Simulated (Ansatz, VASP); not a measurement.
Ca: VASP beside Ansatz

```
CELL_PARAMETERS angstrom
-2.37548 2.37548 1.89255
2.37548 -2.37548 1.89255
2.37548 2.37548 -1.89255
ATOMIC_POSITIONS crystal
Ca 0.50000 0.50000 0.00000
```

Alike in both runs: task single point; functional PBE; k mesh 18 × 18 × 18; occupations gaussian, width 0.15 eV; no spin polarisation.

```csv
,VASP,Ansatz
version,VASP 6.6.1,Ansatz 0.2.0
potentials or method,"VASP PAW PBE potentials, release 64 (Ca_sv)","scalar-relativistic, plane waves, PAW"
plane-wave cutoff (eV),520,420
valence electrons in the cell,10,10
```

```tsv
	VASP	Ansatz	Ansatz less VASP
gap on the k mesh at the Fermi level (eV)	none	none	-
pressure (GPa)	-0.1	-0.1	0.00
largest component of the traceless stress (GPa)	1.92	1.92	-0.003
```

A gap of «none» marks a metal or a gap that the smearing closes.
